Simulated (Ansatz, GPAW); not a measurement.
# A Ga chain with one P atom in line: relaxation, then transmission at several levels, part 3 of 4

Aim: the conductance of a Ga chain with one P atom in line after relaxation, and whether geometry, basis or functional moves it most.

GPAW 26.7.0 and Ansatz 0.2.0; Ansatz plane waves; relaxation of the junction with the lead ends held; PAW set soft_1 (the session's first sound run).

So far, transmission at the Fermi level (one spin): step 3 (plane waves, PBE) 0.171. Also open channels of the lead at the Fermi level (one spin): step 3 3.

## Step 4: Double-zeta polarised basis

Localised orbitals split the wire into layers that couple to their neighbours alone, which is what the Green's function method needs; double zeta with polarisation is the usual level for numbers.

This step: GPAW LCAO, PAW setups; Landauer transmission from Green's functions with principal layers (ASE), zero bias (GPAW 26.7.0).

File run.py:

```python
import json
import numpy as np
from ase import Atoms
from ase.transport.calculators import TransportCalculator
from gpaw import GPAW, FermiDirac
from gpaw.lcao.tools import get_lcao_hamiltonian
from scipy.linalg import eigh

# The junction with lead layers at both ends, along the third cell vector
device = Atoms(
    ['Ga', 'Ga', 'Ga', 'Ga', 'Ga', 'Ga', 'P', 'Ga', 'Ga', 'Ga', 'Ga', 'Ga', 'Ga'],
    positions=[
        [4.50000, 4.50000, 1.27500],
        [4.50000, 4.50000, 3.82500],
        [4.50000, 4.50000, 6.37500],
        [4.50000, 4.50000, 8.92500],
        [5.29312, 3.85391, 11.57395],
        [4.66038, 4.39849, 14.35711],
        [5.48257, 3.81126, 16.38885],
        [4.65094, 4.42479, 18.38333],
        [4.09626, 5.48706, 21.00858],
        [4.50000, 4.50000, 23.64660],
        [4.50000, 4.50000, 26.19660],
        [4.50000, 4.50000, 28.74660],
        [4.50000, 4.50000, 31.29660]],
    cell=[[9.0, 0.0, 0.0], [0.0, 9.0, 0.0], [0.0, 0.0, 32.5716]],
    pbc=True)

# One principal layer of the lead: the first 3 atoms of the device
lead = Atoms(
    ['Ga', 'Ga', 'Ga'],
    positions=[
        [4.50000, 4.50000, 1.27500],
        [4.50000, 4.50000, 3.82500],
        [4.50000, 4.50000, 6.37500]],
    cell=[[9.0, 0.0, 0.0], [0.0, 9.0, 0.0], [0.0, 0.0, 7.65]],
    pbc=True)

settings = dict(mode='lcao', basis='dzp', xc='PBE', h=0.2,
                occupations=FermiDirac(0.1), maxiter=250,
                mixer=dict(beta=0.1, nmaxold=8, weight=100.0),
                convergence=dict(density=0.0001))
energies = np.arange(-2, 2 + 1e-9, 0.025)
eta = 0.0001
n1, n2 = 1, 1
# k and -k transmit alike, so half of the mesh across the current serves
mesh = [(i, j) for i in range(n1) for j in range(n2) if (i, j) <= (-i % n1, -j % n2)]
weights = np.array([1 if (i, j) == (-i % n1, -j % n2) else 2 for i, j in mesh]) / (n1 * n2)


def ground_state(atoms, size, txt):
    atoms.calc = GPAW(kpts={'size': size, 'gamma': True}, symmetry={'tolerance': 1e-3}, txt=txt, **settings)
    atoms.get_potential_energy()
    return atoms.calc.get_fermi_level()


def blocks(atoms, fermi, points, nz, cells):
    """H - E_F S and S between cell 0 and the cells above it, at each point across the current."""
    kz = np.arange(nz) / nz
    calc = atoms.calc.fixed_density(kpts=[(*k, z) for k in points for z in kz], symmetry='off', txt=None)
    H, S = get_lcao_hamiltonian(calc)
    H = (H - fermi * S).reshape(len(H), len(points), nz, *S.shape[1:])
    S = S.reshape(H.shape[1:])
    phases = [np.exp(-2j * np.pi * kz * R) / nz for R in cells]
    return [(np.einsum('skzij,z->ksij', H, p), np.einsum('kzij,z->kij', S, p)) for p in phases]


def pair(a, b):
    return np.block([[a, b], [b.T.conj(), a]])


def count_channels(h, s, cells, nk=240):
    """Half the number of times that the lead's bands cross each energy, unfolded to its shortest repeat."""
    b = len(h) // cells
    bands = []
    for k in (np.arange(nk + 1) + 0.5) / nk:
        hk, sk = h[:b, :b].copy(), s[:b, :b].copy()
        for R in range(1, cells):
            phase, block = np.exp(2j * np.pi * k * R), slice(R * b, (R + 1) * b)
            hk += h[:b, block] * phase + (h[:b, block] * phase).T.conj()
            sk += s[:b, block] * phase + (s[:b, block] * phase).T.conj()
        w, u = eigh(sk)
        x = u[:, w > 1e-5] / w[w > 1e-5]**0.5  # drop near-dependent combinations
        bands.append(np.r_[eigh(x.T.conj() @ hk @ x, eigvals_only=True), [1e9] * (w <= 1e-5).sum()])
    below = np.array(bands)[:, :, None] < energies
    return (below[1:] != below[:-1]).sum((0, 1)) / 2


fermi_lead = ground_state(lead, (1, 1, 15), 'lead.txt')
fermi_device = ground_state(device, (1, 1, 3), 'device.txt')
T, channels, eigen, tail, misfit, shifts = [], [], [], 0.0, 0.0, []
for first in range(0, len(mesh), 657):
    points = [(i / n1, j / n2) for i, j in mesh[first:first + 657]]
    (H0k, S0k), (H1k, S1k), (H2k, _) = blocks(lead, fermi_lead, points, 5, range(3))
    [(Hk, Sk)] = blocks(device, fermi_device, points, 2, [0])
    tail = max(tail, abs(H2k).max())
    for H0, S0, H1, S1, H, S in zip(H0k, S0k, H1k, S1k, Hk, Sk):
        n = len(S0)
        # Shift the lead onto the potential of the device's first layer
        shift = ((H[:, 0, 0] - H0[:, 0, 0]) / S0[0, 0]).real.mean()
        shifts.append(shift)
        misfit = max(misfit, abs(H[:, :n, :n] - H0 - shift * S0).max())
        Tk, Ck, Ek = [], [], []
        for s in range(len(H)):
            t = s % len(H0)  # a lead without moments serves both spins
            h1, s1 = pair(H0[t] + shift * S0, H1[t] + shift * S1), pair(S0, S1)
            leads = dict(h1=h1, s1=s1, energies=energies, eta=eta, eta1=eta, eta2=eta)
            calc = TransportCalculator(h=H[s], s=S, eigenchannels=3, **leads)
            Tk.append(calc.get_transmission())
            Ek.append(np.sort(calc.eigenchannels_ne, axis=0)[::-1])
            Ck.append(count_channels(h1, s1, 6))
        T.append(Tk)
        channels.append(Ck)
        eigen.append(Ek)
T, channels = np.array(T), np.array(channels)
mean, open_channels = np.einsum('kse,k->se', T, weights), np.einsum('kse,k->se', channels, weights)

print(f'basis functions: device {len(S)}, principal layer {n}')
print(f'Fermi level: lead {fermi_lead:.4f} eV, device {fermi_device:.4f} eV; lead shifted by {np.mean(shifts):.4f} eV')
print(f'largest coupling past the next layer {tail:.2e} eV, largest misfit of the first layer {misfit:.3f} eV')
print('  E-E_F (eV)   ' + 'T (one spin)  channels')
for e, t, c in zip(energies, mean.T, open_channels.T):
    print(f'{e:10.3f}  ', *[f'{x:11.4e}' for x in t], *[f'{x:9.4f}' for x in c])

kT = 8.617333e-5 * 300
fine = np.linspace(energies[0], energies[-1], 4001)
both = np.exp(np.interp(fine, energies, np.log(np.maximum(mean.sum(0) * 2 / len(mean), 1e-30))))
fermi = lambda mu: 1 / (1 + np.exp(np.clip((fine - mu) / kT, -200, 200)))
slope = fermi(0) * (1 - fermi(0)) / kT
G = np.trapezoid(both * slope, fine) / 2
seebeck = -np.trapezoid(both * slope * fine, fine) / (2 * G * 300) * 1e6
print(f'conductance at 300 K: {G:.5g} G0 a cell; thermopower {seebeck:.4g} uV/K')
bias = [0.1, 0.2, 0.5, 1.0, 1.5, 2.0]
current = [38.74 * np.trapezoid(both * (fermi(V / 2) - fermi(-V / 2)), fine) for V in bias]
for V, I in zip(bias, current):
    print(f'current from the zero-bias T(E) at {V} V: {I:.5g} uA')
zero = abs(energies).argmin()
json.dump(dict(energies=energies.tolist(), T=mean.tolist(), channels=open_channels.tolist(), G=G, seebeck=seebeck,
               bias=bias, current=current, tail=tail, misfit=misfit, shift=np.mean(shifts), n_device=len(S), n_lead=n,
               fermi=[fermi_lead, fermi_device], energy=device.get_potential_energy(),
               moments=device.get_magnetic_moments().tolist(), mesh=mesh, weights=weights.tolist(),
               T_k=T[:, :, zero].tolist(), eigen=np.array(eigen[0]).tolist()), open('result.json', 'w'))
```

Started as:

```sh
$ OMP_NUM_THREADS=1 OPENBLAS_NUM_THREADS=1 python run.py
```

Numbers of over 12 decimals in the logs are rounded to 6 here.

Output:

```text
basis functions: device 169, principal layer 39
Fermi level: lead -2.8498 eV, device -2.7713 eV; lead shifted by -0.0306 eV
largest coupling past the next layer 6.03e-05 eV, largest misfit of the first layer 0.048 eV
  E-E_F (eV)   T (one spin)  [channel counts left out]
    -2.000    5.8232e-02
    -1.975    5.8221e-02
    -1.950    5.8256e-02
    -1.925    5.8330e-02
    -1.900    5.8433e-02
    -1.875    5.8553e-02
    -1.850    5.8674e-02
    -1.825    5.8775e-02
    -1.800    5.8827e-02
    -1.775    5.8790e-02
    -1.750    5.8610e-02
    -1.725    5.8208e-02
    -1.700    5.7470e-02
    -1.675    5.6230e-02
    -1.650    5.4224e-02
    -1.625    5.1027e-02
[...]
1.825    2.0111e+00
     1.850    2.0426e+00
     1.875    2.0753e+00
     1.900    2.1087e+00
     1.925    2.1423e+00
     1.950    2.1751e+00
     1.975    2.2063e+00
     2.000    2.2348e+00
conductance at 300 K: 0.17961 G0 a cell; thermopower -19.69 uV/K
current from the zero-bias T(E) at 0.1 V: 1.387 uA
current from the zero-bias T(E) at 0.2 V: 2.7482 uA
current from the zero-bias T(E) at 0.5 V: 6.6336 uA
current from the zero-bias T(E) at 1.0 V: 15.313 uA
current from the zero-bias T(E) at 1.5 V: 31.496 uA
current from the zero-bias T(E) at 2.0 V: 55.717 uA
```

The job ended after 63 s (1 thread of Intel Xeon Platinum 8488C (Sapphire Rapids), shared host; peak memory 1.1 GiB).

This step gave:

* conductance: 0.1796 G₀
* thermopower: -19.69 μV/K
* largest coupling past the next principal layer: 6.03e-5 eV
* largest misfit of the first principal layer: 0.04795 eV
* shift that aligns the lead: -0.03062 eV
* basis functions of the junction: 169
* basis functions of a principal layer: 39
* transmission at the Fermi level (one spin): 0.1814

One spin. Transmission, zone mean against energy, zero at the Fermi level:

```tsv
energy (eV)	transmission, zone mean
-2.000	0.0582
-1.900	0.0584
-1.800	0.0588
-1.700	0.0575
-1.600	0.0459
-1.500	7.5e-7
-1.450	0.325
-1.400	0.149
-1.300	0.0532
-1.200	0.00135
-1.100	0.0626
-1.000	0.0738
-0.900	0.0515
-0.800	0.0316
-0.700	0.0189
-0.600	0.0115
-0.500	0.00719
-0.400	0.00467
-0.300	0.00314
-0.200	0.0518
-0.100	0.125
0.000	0.181
0.100	0.223
0.200	0.272
0.300	0.345
0.400	0.457
0.500	0.608
0.600	0.781
0.700	0.950
0.800	1.10
0.900	1.24
1.000	1.37
1.100	1.48
1.200	1.57
1.300	1.65
1.400	1.70
1.500	1.75
1.600	1.81
1.700	1.88
1.800	1.98
1.900	2.11
2.000	2.23
```

Not self-consistent under bias; the bias window is split evenly. Current through one cell, from the zero-bias transmission against bias:

```tsv
bias (V)	current through one cell, from the zero-bias transmission (μA)
0.100	1.39
0.200	2.75
0.500	6.63
1.000	15.3
1.500	31.5
2.000	55.7
```

The transmission of the three most open eigenchannels by energy, zero at the Fermi level:

```tsv
energy (eV)	channel 1	channel 2	channel 3
-2.000	0.0582	0	0
-1.900	0.0584	0	0
-1.800	0.0588	0	0
-1.700	0.0575	0	0
-1.600	0.0459	0	0
-1.500	7.5e-7	0	0
-1.400	0.149	0	0
-1.300	0.0532	0	0
-1.200	0.00135	0	0
-1.100	0.0626	0	0
-1.000	0.0738	0	0
-0.900	0.0515	0	0
-0.800	0.0316	0	0
-0.700	0.0189	0	0
-0.600	0.0115	0	0
-0.500	0.00719	0	0
-0.400	0.00467	5.6e-12	0
-0.300	0.00314	8.5e-9	3.5e-10
-0.200	0.0313	0.0150	0.00560
-0.100	0.0670	0.0427	0.0153
0.000	0.0946	0.0629	0.0239
0.100	0.112	0.0784	0.0325
0.200	0.133	0.0942	0.0446
0.300	0.172	0.111	0.0626
0.400	0.236	0.134	0.0871
0.500	0.322	0.170	0.116
0.600	0.410	0.222	0.149
0.700	0.474	0.290	0.186
0.800	0.508	0.367	0.228
0.900	0.542	0.424	0.275
1.000	0.609	0.434	0.325
1.100	0.683	0.425	0.372
1.200	0.741	0.428	0.404
1.300	0.782	0.454	0.410
1.400	0.808	0.474	0.420
1.500	0.823	0.491	0.438
1.600	0.832	0.525	0.450
1.700	0.837	0.590	0.453
1.800	0.846	0.681	0.454
1.900	0.883	0.765	0.460
2.000	0.964	0.802	0.468
```

At the Fermi level T is 0.181 against 0.171 in plane waves. Couplings past the next layer reach 6.0e-5 eV, small enough to drop; the matrix elements of the cell's first layer differ from the bulk lead's by up to 0.048 eV. That layer keeps its own values in the calculation, and only beyond it is the lead taken as perfect. The Fermi levels of lead and junction count from different zeros of potential, one for each periodic cell; with both set to zero, the small remaining shift is what aligns them. By hand: G = 0.1796 × 77.48 μS = 13.9 μS, a resistance of 71.9 kΩ; at 0.1 V a linear junction would pass 1.39 μA, and the integral over the bias window gives 1.39 μA. Mott's formula, S = -(π²/3)(k_B²T/e) d ln T/dE, has the prefactor 7.33 μV/K·eV at 300 K; T = 0.1696 at -0.025 eV and 0.1922 at 0.025 eV give a slope of 2.50 per eV and S = -18.3 μV/K, beside -19.7 μV/K from the thermal integral, which interpolates the same grid.

## Step 5: GPAW, szp: basis = "szp(dzp)"

One radial function a shell plus polarisation makes the matrices smaller; the question is what that costs.

Edit run.py of step 4 so:

```diff
@@ -38,3 +38,3 @@
 
-settings = dict(mode='lcao', basis='dzp', xc='PBE', h=0.2,
+settings = dict(mode='lcao', basis='szp(dzp)', xc='PBE', h=0.2,
                 occupations=FermiDirac(0.1), maxiter=250,
```

Output:

```text
basis functions: device 117, principal layer 27
Fermi level: lead -3.1746 eV, device -3.0492 eV; lead shifted by -0.0339 eV
largest coupling past the next layer 5.81e-05 eV, largest misfit of the first layer 0.057 eV
  E-E_F (eV)   T (one spin)  channels
    -2.000    4.8973e-02    1.0000
    -1.975    4.7485e-02    1.0000
    -1.950    4.5790e-02    1.0000
[...]
1.975    2.2157e+00    3.0000
     2.000    2.2452e+00    3.0000
conductance at 300 K: 0.18499 G0 a cell; thermopower -18.97 uV/K
current from the zero-bias T(E) at 0.1 V: 1.427 uA
current from the zero-bias T(E) at 0.2 V: 2.8182 uA
current from the zero-bias T(E) at 0.5 V: 6.6993 uA
current from the zero-bias T(E) at 1.0 V: 15.513 uA
current from the zero-bias T(E) at 1.5 V: 32.125 uA
current from the zero-bias T(E) at 2.0 V: 56.408 uA
```

The job ended after 64 s (1 thread; peak memory 1.1 GiB).

This step gave:

```yaml
conductance: 0.1850 G₀
thermopower: -18.97 μV/K
largest_coupling_past_the_next_principal_layer: 5.81e-5 eV
largest_misfit_of_the_first_principal_layer: 0.05721 eV
shift_that_aligns_the_lead: -0.03386 eV
basis_functions_of_the_junction: 117
basis_functions_of_a_principal_layer: 27
transmission_at_the_fermi_level_one_spin: 0.1874
```

The conductance, 0.185 G₀, lies 3.0 % above that of the dzp run.

## Step 6: GPAW, sz: basis = "sz(dzp)"

The minimal basis is the cheapest rung: no second zeta and no polarisation.

Edit run.py of step 5 so:

```diff
@@ -38,3 +38,3 @@
 
-settings = dict(mode='lcao', basis='szp(dzp)', xc='PBE', h=0.2,
+settings = dict(mode='lcao', basis='sz(dzp)', xc='PBE', h=0.2,
                 occupations=FermiDirac(0.1), maxiter=250,
```

Output:

```text
basis functions: device 52, principal layer 12
Fermi level: lead -3.2329 eV, device -3.1023 eV; lead shifted by -0.0375 eV
largest coupling past the next layer 5.75e-05 eV, largest misfit of the first layer 0.054 eV
  E-E_F (eV)   T (one spin)  [channel counts left out]
    -2.000    6.1136e-02
    -1.975    5.8806e-02
    -1.950    5.6012e-02
[...]
1.975    1.9561e+00
     2.000    1.9886e+00
conductance at 300 K: 0.1834 G0 a cell; thermopower -17.84 uV/K
current from the zero-bias T(E) at 0.1 V: 1.4137 uA
current from the zero-bias T(E) at 0.2 V: 2.7856 uA
current from the zero-bias T(E) at 0.5 V: 6.5402 uA
current from the zero-bias T(E) at 1.0 V: 14.727 uA
current from the zero-bias T(E) at 1.5 V: 30.078 uA
current from the zero-bias T(E) at 2.0 V: 52.729 uA
```

Wall time 44 s (1 thread); peak memory 0.96 GiB.

Numbers from this step:

```yaml
conductance: 0.1834 G₀
thermopower: -17.84 μV/K
largest_coupling_past_the_next_principal_layer: 5.75e-5 eV
largest_misfit_of_the_first_principal_layer: 0.05351 eV
shift_that_aligns_the_lead: -0.03747 eV
basis_functions_of_the_junction: 52
basis_functions_of_a_principal_layer: 12
transmission_at_the_fermi_level_one_spin: 0.1861
```

The conductance, 0.183 G₀, lies 2.1 % above that of the dzp run.

## Step 7: revPBE in the dzp basis: xc = "revPBE"

Back in the dzp basis, the functional changes from PBE to revPBE, to set the spread between functionals beside that between bases.

Edit run.py of step 6 so:

```diff
@@ -38,3 +38,3 @@
 
-settings = dict(mode='lcao', basis='sz(dzp)', xc='PBE', h=0.2,
+settings = dict(mode='lcao', basis='dzp', xc='revPBE', h=0.2,
                 occupations=FermiDirac(0.1), maxiter=250,
```

Output:

```text
basis functions: device 169, principal layer 39
Fermi level: lead -2.7655 eV, device -2.6841 eV; lead shifted by -0.0311 eV
largest coupling past the next layer 6.04e-05 eV, largest misfit of the first layer 0.048 eV
  E-E_F (eV)   T (one spin)  [channel counts left out]
    -2.000    6.4370e-02
    -1.975    6.4677e-02
    -1.950    6.5074e-02
[...]
1.975    2.2055e+00
     2.000    2.2337e+00
conductance at 300 K: 0.16872 G0 a cell; thermopower -19.75 uV/K
current from the zero-bias T(E) at 0.1 V: 1.3034 uA
current from the zero-bias T(E) at 0.2 V: 2.5852 uA
current from the zero-bias T(E) at 0.5 V: 6.2721 uA
current from the zero-bias T(E) at 1.0 V: 14.664 uA
current from the zero-bias T(E) at 1.5 V: 30.609 uA
current from the zero-bias T(E) at 2.0 V: 54.649 uA
```

Elapsed: 67 s, on 1 thread; peak memory 1.1 GiB.

Numbers from this step:

| Item | Value |
| --- | --- |
| conductance | 0.1687 G₀ |
| thermopower | -19.75 μV/K |
| largest coupling past the next principal layer | 6.04e-5 eV |
| largest misfit of the first principal layer | 0.04767 eV |
| shift that aligns the lead | -0.03110 eV |
| basis functions of the junction | 169 |
| basis functions of a principal layer | 39 |
| transmission at the Fermi level (one spin) | 0.1702 |

The conductance, 0.169 G₀, lies 6.1 % below that of the dzp run.

## Step 8: The structure as built: geometry = "as built"

The dzp basis with PBE on the structure as first built shows what the relaxation was worth.

Edit run.py of step 7 so:

```diff
@@ -16,7 +16,7 @@
         [4.50000, 4.50000, 8.92500],
-        [5.29312, 3.85391, 11.57395],
-        [4.66038, 4.39849, 14.35711],
-        [5.48257, 3.81126, 16.38885],
-        [4.65094, 4.42479, 18.38333],
-        [4.09626, 5.48706, 21.00858],
+        [4.50000, 4.50000, 11.47500],
+        [4.50000, 4.50000, 14.02500],
+        [4.50000, 4.50000, 16.28580],
+        [4.50000, 4.50000, 18.54660],
+        [4.50000, 4.50000, 21.09660],
         [4.50000, 4.50000, 23.64660],
@@ -38,3 +38,3 @@
 
-settings = dict(mode='lcao', basis='dzp', xc='revPBE', h=0.2,
+settings = dict(mode='lcao', basis='dzp', xc='PBE', h=0.2,
                 occupations=FermiDirac(0.1), maxiter=250,
```

Output:

```text
basis functions: device 169, principal layer 39
Fermi level: lead -2.8498 eV, device -2.9219 eV; lead shifted by -0.0048 eV
largest coupling past the next layer 6.03e-05 eV, largest misfit of the first layer 0.035 eV
  E-E_F (eV)   T (one spin)  [channel counts left out]
    -2.000    8.6109e-01
    -1.975    8.6196e-01
    -1.950    8.6293e-01
[...]
1.975    2.5471e+00
     2.000    2.5604e+00
conductance at 300 K: 1.7356 G0 a cell; thermopower -4.395 uV/K
current from the zero-bias T(E) at 0.1 V: 13.394 uA
current from the zero-bias T(E) at 0.2 V: 26.465 uA
current from the zero-bias T(E) at 0.5 V: 61.222 uA
current from the zero-bias T(E) at 1.0 V: 110.69 uA
current from the zero-bias T(E) at 1.5 V: 160.35 uA
current from the zero-bias T(E) at 2.0 V: 212.29 uA
```

The job ended after 49 s (1 thread; peak memory 1.1 GiB).

This step gave:

| Item | Value |
| --- | --- |
| conductance | 1.736 G₀ |
| thermopower | -4.395 μV/K |
| largest coupling past the next principal layer | 6.03e-5 eV |
| largest misfit of the first principal layer | 0.03463 eV |
| shift that aligns the lead | -0.004781 eV |
| transmission at the Fermi level (one spin) | 1.755 |

The conductance, 1.74 G₀, lies a factor of 9.7 above that of the dzp run.

## Step 9: The ladder

Times are wall times on the hardware named with each run. The series side by side:

```tsv
no.	run	conductance (G₀)	time	memory (GiB)
1	pw PBE	0.1703	65 s	2.6
2	dzp	0.1796	63 s	1.1
3	szp	0.1850	64 s	1.1
4	sz	0.1834	44 s	0.96
5	dzp revPBE	0.1687	67 s	1.1
6	asbuilt	1.736	49 s	1.1
```

## Step 10: Comparison

The curves are compared point by point over the common energies.

This step: comparison of transmission and cost over codes, levels and geometry; PAW set soft_1 (GPAW 26.7.0).

Ladder, by row:

```tsv
step	code	T at the Fermi level (sum over the listed spins)	conductance (G0)	r.m.s. T(E) from the first	wall time (s)	peak memory (GiB)	threads
pw-pbe	Ansatz	0.1714	0.1703	0	64.59	2.622	4
dzp	GPAW	0.1814	0.1796	0.08969	62.55	1.07	1
szp	GPAW	0.1874	0.185	0.1368	63.5	1.05	1
sz	GPAW	0.1861	0.1834	0.1395	43.74	0.96	1
dzp-revPBE	GPAW	0.1702	0.1687	0.09106	66.78	1.07	1
asbuilt	GPAW	1.755	1.736	0.9022	49.24	1.07	1
```

The transmission, zone mean, sum over the listed spins by energy, zero at the Fermi level:

```tsv
energy (eV)	pw-pbe	dzp	szp	sz	dzp-revPBE	asbuilt
-2.000	0.0519	0.0582	0.0490	0.0611	0.0644	0.861
-1.800	0.0496	0.0588	0.0264	0.0170	0.0693	0.872
-1.600	0.0302	0.0459	2.1e-8	1.2e-7	0.0758	0.916
-1.500	0	7.5e-7	1.1e-6	0.933	0.0220	1.4e-4
-1.450	0	0.325	0.990	0.690	0.123	2.5e-4
-1.425	0.430	0.194	0.793	0.623	0.105	0.485
-1.400	0.240	0.149	0.622	0.571	0.0938	0.643
-1.200	8.1e-6	0.00135	0.0771	0.0886	0.00748	0.799
-1.000	0.0783	0.0738	0.0188	0.0180	0.0760	0.820
-0.800	0.0337	0.0316	0.0208	0.0206	0.0296	0.829
-0.600	0.0120	0.0115	0.0103	0.0112	0.0106	0.835
-0.400	0.00470	0.00467	0.00491	0.00593	0.00432	0.839
-0.200	0.0538	0.0518	0.0462	0.0465	0.0496	1.12
0.000	0.171	0.181	0.187	0.186	0.170	1.75
0.200	0.262	0.272	0.273	0.260	0.258	1.74
0.400	0.438	0.457	0.465	0.429	0.442	1.69
0.600	0.742	0.781	0.805	0.740	0.769	1.71
0.800	1.05	1.10	1.13	1.05	1.09	1.81
1.000	1.30	1.37	1.39	1.30	1.36	1.94
1.200	1.48	1.57	1.59	1.49	1.57	2.07
1.400	1.58	1.70	1.71	1.59	1.70	2.21
1.600	1.64	1.81	1.81	1.66	1.81	2.33
1.800	1.77	1.98	1.99	1.77	1.98	2.45
2.000	1.97	2.23	2.25	1.99	2.23	2.56
```

(Continued in part 4 of 4.)

[Logs are printed without paths, hosts, clocks, repeated set-up lines and the standing remarks that a program may print on its own settings, such as how far it seeks lower states.]

[Hosts, paths, dates, database ids (printed as entryN), source tags and the programs' standing remarks are cut or masked in the printed files.]
